**Question: Why do the vibrations of rutile TiO₂ spread so widely?**

I have the phonon frequencies of rutile at q = 0, the vibrations in which every unit cell moves alike. All nearest-neighbour bonds are Ti–O bonds of nearly the same length. Titanium is three times as heavy as oxygen, which by itself gives a factor of about 1.7 in frequency. Yet the highest optical mode lies nine times above the lowest. What separates them, and why do five modes sit so low?

Harmonic phonon frequencies of rutile TiO₂ at q = 0 (q row 1), from GPAW 26.7.0 with the WC functional, PAW data sets, a 680 eV plane-wave cutoff, a 5×5×8 k mesh and Fermi–Dirac smearing of 0.05 eV. The cell and atoms were first relaxed with an 800 eV cutoff, then atoms were displaced by 0.01 Å in a single unit cell.

| row | phonon q row (row) | phonon frequency (cm⁻¹) |
| --- | --- | --- |
| 1 | 1 | 0.0 |
| 2 | 1 | 0.0 |
| 3 | 1 | 0.0 |
| 4 | 1 | 86.8 |
| 5 | 1 | 99.8 |
| 6 | 1 | 112.4 |
| 7 | 1 | 112.4 |
| 8 | 1 | 140.4 |
| 9 | 1 | 369.0 |
| 10 | 1 | 369.0 |
| 11 | 1 | 378.9 |
| 12 | 1 | 414.2 |
| 13 | 1 | 448.1 |
| 14 | 1 | 448.1 |
| 15 | 1 | 478.6 |
| 16 | 1 | 478.6 |
| 17 | 1 | 592.7 |
| 18 | 1 | 797.1 |

**Answer**

Rows 1–3 are zero because they shift the whole crystal, which costs no energy. Among the other modes, start with those in which the difference in mass plays no part. Each Ti sits at a centre of inversion, so in every vibration that is even under inversion the Ti atoms stay at rest and only oxygen moves. The symmetric stretch of CO₂ works the same way: the carbon rests, and only the oxygen mass counts. The analogy ends there, because an oxygen in rutile is shared by three Ti.

The even modes are called A1g, A2g, B1g, B2g and Eg. I assign them by degeneracy and by the known spectrum of rutile: row 8 is B1g, row 12 A2g, rows 13–14 Eg, row 17 A1g and row 18 B2g. Rows 11 and 12 could be exchanged, and so could the pairs 13–14 and 15–16. With the mass fixed, squared frequencies compare stiffness directly, and B2g at 797 cm⁻¹ is 32 times as stiff as B1g at 140 cm⁻¹.

The reason is geometric. An oxygen and its three Ti neighbours lie in one plane. If the oxygen moves within that plane, bonds stretch or shorten, as in A1g, B2g and Eg. If it moves out of the plane, as in B1g and A2g, no Ti–O bond changes length to first order.

The second distinction is what happens to the TiO₆ octahedra. In B2g all six bonds of one octahedron lengthen while those of the octahedra that share only a corner with it shorten, so each octahedron swells or shrinks. In A1g two bonds lengthen while four shorten, which changes much less the eight edges that run from one of the two oxygens to one of the four. B1g turns each octahedron roughly as a rigid body, whereas A2g turns two of its oxygens one way and four the other, and so distorts it.

This can be put into a model with one spring constant for Ti–O bonds and one for O–O contacts along the octahedron edges. Take first the limit of Ti–O springs alone: A1g and B2g would coincide, and B1g and A2g would have zero frequency. In the model, the O–O springs must therefore supply both the splitting of the first two and the whole stiffness of the other two. They also stand in for forces that the model leaves out, such as the resistance of bond angles to bending.

The geometry needs two lengths from the relaxed cell, both measured perpendicular to the c axis from a Ti to its oxygens:

- r = √2 × 0.3043 × 4.598 Å = 1.98 Å, for two of the six oxygens;
- p = √2 × (0.5 − 0.3043) × 4.598 Å = 1.27 Å, for the other four.

When all oxygens move equally far, an edge joining the two kinds changes length in proportion to r + p in B2g and A2g, but only to r − p in A1g and B1g. The energy goes as the square of this change. The Ti–O springs cost the same in A1g and B2g, and so do the remaining O–O edges, so both drop out of the difference. Neither adds anything to B1g or A2g. With ω for the phonon frequency,

ω²(A2g) = [ω²(B2g) − ω²(A1g)] × (r + p)² / (4rp)

ω²(B1g) = [ω²(B2g) − ω²(A1g)] × (r − p)² / (4rp)

The bracket is 797² − 593² ≈ 284,000 cm⁻². For B1g the geometric factor is 0.71² / (4 × 1.98 × 1.27) ≈ 0.05, which gives ω ≈ √14,200 ≈ 119 cm⁻¹. If r and p were equal, the octahedra would turn rigidly and this model would give zero.

A1g and B2g set the two spring constants; the other even modes test them. B1g comes out about 16% below the computed value, Eg 15% above and A2g 32% above. The model thus finds the soft rotation, but it puts A2g above Eg, while the table, with these labels, has them the other way round. The program's output below gives the details. Its value of 702 cm⁻¹ for Ti–O springs alone is just the root mean square of the A1g and B2g frequencies, not a result of the two fitted constants.

The odd modes need a further ingredient. In the polar mode A2u, all Ti move along c against all O. The same springs would place it near 500 cm⁻¹, but it is known to be a soft mode, and with row 8 taken as B1g that leaves row 4 or row 5, at 87 or 100 cm⁻¹. Even the higher choice leaves only about 4% of the squared frequency that the springs predict, a far larger discrepancy than in any even mode.

The standard explanation is a near-cancellation. Moving positive Ti against negative O creates electric dipoles, and dipoles lined up head to tail favour further displacement. This works against the short-range stiffness of the bonds and almost balances it, which is why rutile is called an incipient ferroelectric. The lowest Eu pair, rows 6–7, is the corresponding polar motion perpendicular to c.

The other one of rows 4 and 5 is a B1u mode, which has no net dipole and is soft all the same. The springs already place it well below A2u, because the four oxygens that hold a Ti atom along c can partly follow it. They still overestimate it, though by less than A2u. A net dipole of the whole cell therefore can't be the full cause. A plausible reason is that each chain of Ti along c still moves as a unit, with only its neighbour chains moving the opposite way, so the head-to-tail coupling within a chain survives.

The remaining odd modes, rows 9–10, one of rows 11 and 12, and rows 15–16, lie between 369 and 479 cm⁻¹. They have to differ in pattern from the soft modes of their own symmetry. Probably their oxygens move more against one another, so that the stiffness of bonds and edges counts for more. The springs overshoot here too: they put the upper B1u mode, which is row 11 or 12, at 653 cm⁻¹, a larger miss than for any even mode. The two-spring model is thus only a rough guide to the odd modes.

A near-cancellation also makes the soft odd modes sensitive to small errors. If 4% of the stiffness is left, a change of 1% in the short-range part shifts the squared frequency by about a quarter. The lowest Eu pair is computed at 112 cm⁻¹, against a measured value that I recall as roughly 180. The density functional, the convergence settings and the neglected thermal motion could each contribute to that gap.

This matters if you want rutile as a capacitor dielectric. A polar mode adds to the permittivity in proportion to its squared mode charge divided by its squared transverse frequency. The table holds these transverse frequencies, because the splitting between longitudinal and transverse modes is left out; row 18 is the non-polar B2g mode, not a longitudinal one. With an unchanged mode charge, 112 in place of 180 cm⁻¹ would make the contribution of that pair about 2.6 times too large.

The analysis program printed:

```
highest over lowest optical frequency: 9.183
square root of the mass ratio Ti to O: 1.73
stiffness ratio B2g to B1g (squared frequencies, oxygen only): 32.23
restoring force constant per oxygen in B2g (eV/A2): 37.38
restoring force constant per oxygen in B1g (eV/A2): 1.16
Ti-O springs alone, common value of A1g and B2g (1/cm): 702.4
two-spring prediction for B1g (1/cm): 118.6
two-spring prediction for A2g (1/cm): 546
two-spring prediction for Eg (1/cm): 513.6
miss of the B1g prediction (percent): -15.53
miss of the A2g prediction, row 12 (percent): 31.83
miss of the Eg prediction, row 13 (percent): 14.61
same springs for polar A2u (1/cm): 485.4
same springs for the lower non-polar B1u (1/cm): 232.9
same springs for the upper non-polar B1u (1/cm): 653
squared frequency of row 5 as share of the A2u spring value (percent): 4.228
permittivity weight of pair 6-7 over pair 15-16 at equal mode charge: 18.13
permittivity excess if the lowest Eu pair should lie near 180 (factor): 2.565
```
